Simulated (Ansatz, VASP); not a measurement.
# ZnS (Sphalerite) in two plane-wave programs, part 2 of 2

Aim: how closely do two programs agree when they are given the same cell, functional and k mesh? The cell is taken from a series of VASP runs on this material, whose earlier steps may have relaxed, scaled or displaced it; both programs get it as it stands.

VASP 6.6.1 and Ansatz 0.2.0.

So far: Set-up; VASP: band structure, HSE06.

## 3. Ansatz: band structure, HSE06

Level of this step: Ansatz beside VASP: Kohn-Sham DFT, plane waves, HSE06 (Ansatz).

Ansatz runs on its default PAW (the set named soft_2) files.

The same cell, functional, mesh and smearing now go to Ansatz, which takes its cutoff from its data sets.

input.yaml

```yaml
crystal:
  lattice:
    - [0.0, 2.7002998892, 2.7002998892]
    - [2.7002998892, 0.0, 2.7002998892]
    - [2.7002998892, 2.7002998892, 0.0]
  atoms:
    - { symbol: Zn, position: [0.0, 0.0, 0.0] }
    - { symbol: S, position: [0.25, 0.25, 0.25] }
hamiltonian:
  xc: { exchange: pbe, correlation: pbe, exx: { coeff: 0.25, omega: 0.2 } }
  pseudopotentials: { kind: paw }
kpoints:
  mp_grid: { grid: [5, 5, 5] }
  band_path:
    path:
      - [0.0, 0.0, 0.0]
      - [0.5, 0.0, 0.5]
      - [0.5, 0.2, 0.7]
      - [0.4, 0.35, 0.75]
      - [0.15, 0.15, 0.3]
      - [0.2, 0.2, 0.2]
      - [0.55, 0.4, 0.55]
      - [0.6, 0.25, 0.65]
      - [0.5, 0.25, 0.75]
      - [0.5, 0.5, 0.5]
      - [0.375, 0.375, 0.75]
      - [0.5, 0.0, 0.5]
    npoints: 1
scf:
  occupations: { method: gaussian, width: 0.05 }
  n_extra_bands: 7
output:
  forces: true
  stress: true
  eigenvalues: true
```

On the command line:

```
ansatz run input.yaml --threads 4 --pin off --max-ram 9216MiB --backend cpu --events-out ev --progress --plain --runs-dir out
```

Numbers of over 12 decimals in the logs are rounded to 6 here.

Output:

```text
Warning: output.stress: scf.convergence.dr2_threshold = 1e-7 eV (the SCF's general default) is looser than the 2e-10 eV advised for a printed stress (1e-10 eV for each atom of the cell: 2). What an SCF threshold leaves in a stress goes as its square root, and in the free energy as the threshold itself, and one threshold admits the most on a small cell: [figures from the program's tests cut] Set scf.convergence.dr2_threshold to 2e-10 eV or tighter. The threshold is an SCF's pass mark: one that does not reach it within its budget of iterations ends unconverged, or closes short of it on a stop that the run arms, and scf.convergence.dr2_threshold's page says what that costs each kind of run
Warning: output.stress: scf.exx.energy_threshold = 1e-6 eV is looser than the 2e-8 eV advised for a stress under a hybrid functional (1e-8 eV for each atom of the cell: 2). Every SCF of the exchange loop can meet its threshold on dr2 while the loop round them stops early: no threshold on dr2 bounds what that leaves in the stress. Set scf.exx.energy_threshold to 2e-8 eV or tighter. The threshold is the loop's pass mark: a loop that does not reach it within its budget of cycles ends unconverged, and scf.exx.energy_threshold's page has the law
scf.n_extra_bands = 7 over 9 filled bands (N_el = 18.0): the run solves 16 bands
Engine: ansatz 0.2.0, aarch64-unknown-linux-gnu
Pseudopotentials: kind: paw
Pseudopotential: Zn, paw, valence charge 12, recommended cutoff 420 eV (normal), Zn.paw.azcp
Pseudopotential: S, paw, valence charge 6, recommended cutoff 420 eV (normal), S.paw.azcp
Functional definition: unnamed
  parameter a_1 = 0.25
  parameter omega_1 = 0.2/angstrom
  exchange = pbe_x + (-a_1)*pbe_x_sr(omega_1) + a_1*exact_x_sr(omega_1)
  correlation = pbe_c
Crystal: 2 atoms, lattice volume = 39.379 Å³
Basis set: ecut = 420 eV, 749 PW (Γ), exchange–correlation on 54×54×54 points (8 copies of the dense FFT grid, shifted against one another)
Bands: 16, of which v1, the nominal top of the filled ones, is band 9 counted from 1 (8 counted from 0)
Symmetry: 24 space group operations
Space group: F-43m (ITA 216), of the structure as read, at distance tolerance 3.4e-5 Å
k-points: 10 of 125 (time reversal used)
Non-local potential: Zn, projectors of the file, l = 0: 2, l = 1: 2, l = 2: 3, l = 3: 1
Non-local potential: S, projectors of the file, l = 0: 2, l = 1: 2, l = 2: 2
PAW form: soft (Blöchl's): semilocal exchange-correlation on the pseudo side does not see the compensation charge
PAW frozen core: Zn, regenerated for the run's functional, and the local potential with it (the file was generated under x = pbe(κ = 0.804, μ = 0.219515), c = pbe(β = 0.066725))
PAW frozen core: S, regenerated for the run's functional, and the local potential with it (the file was generated under x = pbe(κ = 0.804, μ = 0.219515), c = pbe(β = 0.066725))
PAW one-centre angular grid: Zn, 590 points (default); XC on 64 Gauss nodes
PAW one-centre angular grid: S, 110 points (default); XC on 64 Gauss nodes
Initial density: superposition of atomic densities (neutral atoms: chi_scale 0, normalization atom), corrected by the library's trained network
Initial wavefunctions: pseudopotential atomic-orbital guess
Functional: x = pbe(κ = 0.804, μ = 0.219515), c = pbe(β = 0.066725), warm-up for x = pbe(κ = 0.804, μ = 0.219515) + 0.25 (exact − pbe) at short range (hse, ω = 0.2 Å⁻¹), c = pbe(β = 0.066725)
SCF iter   1: F=—  HF=-4222.718649 eV  |F-HF|=—  |Δ(HF+E_count)|=         —  Δρ=1.70e-3  dr2=1.02e-3  ethr=1.77e-3  ⟨swp⟩=10.4  Hψ=850  notcnv=0
preconditioner: auto → none  [insulator: Δε(μ)=2.116 eV  Ē_g=14.800 eV  σ=0.050 eV  W_gap=1.00  n_scr=14 (ndim 8)  ℏωp=25.1 eV  f_vac=0.026  D(μ)=0.00/eV (n_scr^D=0)]
SCF iter   2: F=—  HF=-4222.718295 eV  |F-HF|=—  |Δ(HF+E_count)|=   3.54e-4  Δρ=1.42e-3  dr2=5.16e-4  ethr=5.66e-6  ⟨swp⟩=4.1  Hψ=485  notcnv=0
iter 3 solved again at ethr=1.95e-8 eV; its pass at ethr=2.87e-6 eV (dr2=3.51e-6 eV) is discarded
SCF iter   3: F=-4222.718114 eV  HF=-4222.718078 eV  |F-HF|=3.57e-5  |Δ(HF+E_count)|=   2.17e-4  Δρ=1.67e-4  dr2=3.91e-6  ethr=1.95e-8  ⟨swp⟩=3.2  Hψ=630  notcnv=0
SCF 1 stopped early in 3 iterations: F = -4222.718114 eV  dr2 = 3.91e-6
  greatest PAW one-centre occupation: 0.983 electrons in one spin orbital (limit 2), on the Zn atom at site 0 (counted from 0), in its partial waves of l = 2
Initial density: handed on by an earlier stage of this run
Initial wavefunctions: those handed on with the density
Functional: x = pbe(κ = 0.804, μ = 0.219515) + 0.25 (exact − pbe) at short range (hse, ω = 0.2 Å⁻¹), c = pbe(β = 0.066725)
Exchange kernel: α = 0.2500, screened, ω = 0.2000 Å⁻¹, Wigner–Seitz truncation, v(0) = 1123.7832 eV·Å³, q-mesh 5×5×5, nearest image of the exchange supercell L = 19.09 Å, pair-density grid 15×15×15, without the augmentation charges, whose exchange is taken in its separable form by FFT convolution over the k-point mesh (sized by the pseudopotential files, 24×24×24 at the most), smooth part of the exact exchange by density-matrix convolution
Frozen-core exchange: fock
SCF iter   1: F=—  HF=-4223.424332 eV  |F-HF|=—  |Δ(HF+E_count)|=         —  Δρ=2.21e-2  dr2=1.01e-1  ethr=2.17e-7  ⟨swp⟩=8.5  Hψ=902  notcnv=0
preconditioner: auto → none  [insulator: Δε(μ)=3.343 eV  Ē_g=17.561 eV  σ=0.050 eV  W_gap=1.00  n_scr=14 (ndim 8)  ℏωp=25.1 eV  f_vac=0.027  D(μ)=0.00/eV (n_scr^D=0)]
SCF iter   2: F=—  HF=-4223.396810 eV  |F-HF|=—  |Δ(HF+E_count)|=   2.75e-2  Δρ=3.63e-3  dr2=7.02e-3  ethr=2.17e-7  ⟨swp⟩=5.0  Hψ=650  notcnv=0
SCF iter   3: F=—  HF=-4223.389913 eV  |F-HF|=—  |Δ(HF+E_count)|=   6.90e-3  Δρ=3.33e-3  dr2=2.87e-3  ethr=2.17e-7  ⟨swp⟩=4.9  Hψ=531  notcnv=0
SCF iter   4: F=—  HF=-4223.389792 eV  |F-HF|=—  |Δ(HF+E_count)|=   1.22e-4  Δρ=5.70e-4  dr2=1.27e-3  ethr=2.17e-7  ⟨swp⟩=4.0  Hψ=413  notcnv=0
SCF iter   5: F=—  HF=-4223.398862 eV  |F-HF|=—  |Δ(HF+E_count)|=   9.07e-3  Δρ=1.94e-3  dr2=7.77e-4  ethr=2.17e-7  ⟨swp⟩=4.8  Hψ=467  notcnv=0
SCF iter   6: F=—  HF=-4223.398584 eV  |F-HF|=—  |Δ(HF+E_count)|=   2.77e-4  Δρ=1.21e-4  dr2=2.13e-5  ethr=2.17e-7  ⟨swp⟩=4.0  Hψ=417  notcnv=0
SCF iter   7: F=—  HF=-4223.398695 eV  |F-HF|=—  |Δ(HF+E_count)|=   1.11e-4  Δρ=2.27e-4  dr2=1.17e-5  ethr=2.14e-8  ⟨swp⟩=4.2  Hψ=475  notcnv=0
SCF iter   8: F=-4223.398691 eV  HF=-4223.398691 eV  |F-HF|=2.30e-7  |Δ(HF+E_count)|=   3.91e-6  Δρ=1.78e-5  dr2=7.63e-7  ethr=2.14e-8  ⟨swp⟩=3.0  Hψ=325  notcnv=0
SCF 2 stopped early in 8 iterations: F = -4223.398691 eV  dr2 = 7.63e-7
  greatest PAW one-centre occupation: 0.986 electrons in one spin orbital (limit 2), on the Zn atom at site 0 (counted from 0), in its partial waves of l = 2
hybrid outer 1: dexx = +9.620e-3 eV, tail = 3.64e-5 eV
Exchange kernel: α = 0.2500, screened, ω = 0.2000 Å⁻¹, Wigner–Seitz truncation, v(0) = 1123.7832 eV·Å³, q-mesh 5×5×5, nearest image of the exchange supercell L = 19.09 Å, pair-density grid 15×15×15, without the augmentation charges, whose exchange is taken in its separable form by FFT convolution over the k-point mesh (sized by the pseudopotential files, 24×24×24 at the most), smooth part of the exact exchange by density-matrix convolution
Frozen-core exchange: fock
SCF iter   1: F=—  HF=-4223.398139 eV  |F-HF|=—  |Δ(HF+E_count)|=         —  Δρ=1.06e-4  dr2=3.31e-6  ethr=1.01e-6  ⟨swp⟩=4.6  Hψ=356  notcnv=0
preconditioner: auto → none  [insulator: Δε(μ)=3.369 eV  Ē_g=17.268 eV  σ=0.050 eV  W_gap=1.00  n_scr=14 (ndim 8)  ℏωp=25.1 eV  f_vac=0.029  D(μ)=0.00/eV (n_scr^D=0)]
SCF iter   2: F=—  HF=-4223.398138 eV  |F-HF|=—  |Δ(HF+E_count)|=   4.98e-7  Δρ=1.31e-5  dr2=1.77e-7  ethr=1.46e-8  ⟨swp⟩=3.1  Hψ=331  notcnv=0
SCF iter   3: F=—  HF=-4223.398139 eV  |F-HF|=—  |Δ(HF+E_count)|=   9.26e-7  Δρ=1.81e-5  dr2=8.41e-8  ethr=1.36e-10  ⟨swp⟩=4.3  Hψ=510  notcnv=0  defer=1
SCF iter   4: F=-4223.398139 eV  HF=-4223.398139 eV  |F-HF|=8.82e-11  |Δ(HF+E_count)|=   2.90e-8  Δρ=1.33e-6  dr2=3.04e-9  ethr=1.36e-10  ⟨swp⟩=3.5  Hψ=348  notcnv=0
SCF 3 converged in 4 iterations: F = -4223.398139 eV  dr2 = 3.04e-9
  Residual-converged pass: ⟨swp⟩=2.9  Hψ=269  notcnv=0  max |occ|·‖R‖ = 2.4e-6 eV (tolerance 2.4e-6 eV)  dr2=3.04e-9  dr2_onsite=8.35e-11  max |Δocc| = 0.0e0
hybrid outer 2: dexx = +9.024e-7 eV, tail = 1.74e-8 eV, Δε = 3.11e-3 eV (about 8.22e-5 eV left of the loop's levels)
NSCF: frozen V_eff on 12 k-points
hybrid SCF converged: 2 outer / 12 inner (+3 warm-up), last move |dexx| = 9.02e-7 eV, tail = 1.74e-8 eV
Stability not checked: this state was not tested for a lower state beside it, because the functional holds exact exchange (a hybrid, or Hartree-Fock), whose exchange loop this test does not read (fock_operator; see scf.lower_state_search)
Free energy (F): -4223.398139 eV
Frozen-core exchange: fock
Harris-Foulkes:  -4223.398139 eV  (|F-HF|=8.82e-11)
Internal energy: -4223.398139 eV  (E = F + TS)
E sigma→0 (E₀):  -4223.398139 eV
Fermi energy:    6.752343 eV
--- Per-component energies (eV) ---
  E_band       = -27.004064
  E_kinetic    = 237.911558
  E_local      = -2049.909509  (includes V_loc(G=0)·N_el)
  E_nonlocal   = 647.302103
  E_hartree    = 862.167132
  E_xc         = -186.444895
  E_vxc        = -111.655750  (∫ρ·V_xc dr)
  E_exx        = -53.500379  (= α·E_x^exact, valence–valence)
  E_paw        = -2427.304362  (= ΣΔE_a)
  E_vpaw       = -367.985423  (= ΣTr[D̂ρ^β])
  E_aug_tail   = -0.000367  (compensation charges beyond the density's cutoff)
  E_ewald      = -1254.168422
  E_core_change = 0.549003  (= ΣΔE_core)
  E_smearing   = -0.000000  (= −TS)
  E_closure    = 0.000000  (closes the sum)
  Σ components = -4223.398139   (vs F -4223.398139, Δ=0.00e0)
--- Forces (eV/Å), atoms counted from 1 ---
  atom   1  Zn     0.00000000     0.00000000     0.00000000
  atom   2  S     -0.00000000     0.00000000    -0.00000000
  max |Σ_I F_I| component: 9.25e-17 eV/Å
--- Stress (GPa, compression-positive) ---
        1.110639       0.000000      -0.000000
        0.000000       1.110639       0.000000
       -0.000000       0.000000       1.110639
  P = ⅓ Tr σ = 1.1106 GPa (11.106 kbar)
--- Band table (eV; the first three rows and the last of 10) ---
  k-point 0: bands = [... 5 lower, -2.4049, 5.0673, 5.0673, 5.0673, 8.4366, 12.7763, 12.7763, 12.7763, ... 3 higher]
  k-point 1: bands = [... 5 lower, -2.4064, 2.7844, 4.7167, 4.7167, 9.7316, 12.9074, 13.3164, 13.3164, ... 3 higher]
  k-point 2: bands = [... 5 lower, -2.3805, 0.0304, 4.2292, 4.2292, 9.7119, 13.3382, 13.3382, 14.9293, ... 3 higher]
  k-point 9: bands = [... 5 lower, -2.0861, 0.3370, 2.0544, 2.9042, 11.6817, 12.2163, 13.5344, 16.3580, ... 3 higher]
```

It took 20 s on 4 threads of Arm Neoverse V1, shared host; peak memory 0.75 GiB; 75 s of CPU time.

## 4. Comparison

Known differences besides the potentials themselves: exact exchange at q = 0 is treated differently, which shows on coarse meshes; VASP keeps PBE cores, Ansatz makes them for the functional; the cutoff is 420 eV in Ansatz and 400 eV in VASP; VASP takes a coarser grid for exact exchange (PRECFOCK = Fast). Total energies have different zeros and are not compared.

Compared:

```tsv
quantity	Ansatz	VASP	difference
gap over the path points (eV)	3.369	3.357	+0.012
```

Levels at points of the path, from each program's valence-band top (eV; 4 filled, then empty):

```tsv
k (reciprocal lattice)	Ansatz	VASP
0.000 0.000 0.000	-7.47 0.00 0.00 0.00 3.37 7.71 7.71	-7.41 0.00 0.00 0.00 3.36 7.70 7.70
0.500 0.000 0.500	-7.19 -5.00 -2.35 -2.35 4.40 5.29 12.58	-7.13 -5.00 -2.36 -2.36 4.39 5.28 12.59
0.500 0.200 0.700	-7.04 -4.85 -2.92 -2.82 6.40 7.18 9.77	-6.98 -4.86 -2.92 -2.83 6.40 7.17 9.77
0.400 0.350 0.750	-7.07 -4.89 -3.33 -1.99 5.38 7.32 10.56	-7.01 -4.90 -3.34 -2.00 5.37 7.32 10.58
0.150 0.150 0.300	-7.46 -2.63 -1.24 -0.32 5.39 7.42 8.39	-7.39 -2.64 -1.24 -0.32 5.38 7.42 8.38
0.200 0.200 0.200	-7.47 -2.28 -0.35 -0.35 4.66 7.84 8.25	-7.41 -2.29 -0.35 -0.35 4.65 7.84 8.24
0.550 0.400 0.550	-7.19 -5.39 -1.89 -1.19 5.51 7.50 8.91	-7.13 -5.40 -1.90 -1.19 5.50 7.50 8.91
0.600 0.250 0.650	-7.07 -4.89 -3.33 -1.99 5.38 7.32 10.56	-7.01 -4.90 -3.34 -2.00 5.37 7.32 10.58
0.500 0.250 0.750	-7.03 -4.83 -2.98 -2.86 6.80 7.58 9.26	-6.96 -4.84 -2.99 -2.87 6.80 7.57 9.26
0.500 0.500 0.500	-7.24 -5.60 -0.91 -0.91 4.58 8.20 8.20	-7.17 -5.62 -0.92 -0.92 4.57 8.20 8.20
```

Among the levels compared at these points, filled levels agree within 62 meV and empty ones within 24 meV.

## 5. Results

```
difference in gap over the path points (band structure, HSE06) : 0.012 eV
```

What this shows: The difference in gap over the path points is 0.012 eV (band structure, HSE06), within the 0.08 eV picked in this series as the mark of a large difference. Such differences can come from data sets, numerical settings and the points named under the comparisons, not from the functional's error against experiment.

[Lines on the potential files, build, host, timing and source positions are cut from VASP's logs without a mark.]

[Logs are printed without paths, hosts, clocks, repeated set-up lines and the standing remarks that a program may print on its own settings, such as how far it seeks lower states.]

[Hosts, paths, dates, database ids (printed as entryN), source tags and the programs' standing remarks are cut or masked in the printed files.]
